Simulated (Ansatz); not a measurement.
# Sr: a fit and a missing row

Sr, Im-3m, a = 4.809 Å. This isn't the element's structure at ambient conditions. Ansatz: r2SCAN, PAW, 500 eV, Γ-centred 12×12×12 mesh on 1 atom, Gaussian smearing 0.10 eV; no spin polarisation. Symmetry fixes shape and atoms, so the cell is only scaled; pressure is positive in compression.

```tsv
V (Å³/atom)	P (GPa)
52.266	0.73
53.934	0.34
55.602	0.01
57.270	?
58.938	-0.53
```

Question: Take V0 = 55.602 Å³/atom, count pressures from its P0 = 0.01 GPa, fit the third-order Birch–Murnaghan form to the other rows, and predict the missing pressure.

Answer: With the Eulerian strain f = ½[(V0/V)^(2/3) − 1] and y = (P − P0)/[3f(1 + 2f)^(5/2)], the form is the line y = B0 + 1.5 B0 (B0′ − 4) f. Rows (f, y): 0.02106, 10.28; 0.01026, 10.19; -0.01905, 10.41. Means f = 0.004090, y = 10.293; Σ(Δf)² = 0.0008615, ΣΔfΔy = -0.003564; the slope is their ratio. y = 10.31 − 4.136 f GPa, so B0 = 10.3 GPa and B0′ = 4 + 2 × (-4.136)/(3 × 10.31) = 3.73. At V = 57.270, f = -0.00976, y = 10.350 and P = -0.28 GPa. The run gave -0.28 GPa, the same to the digits shown.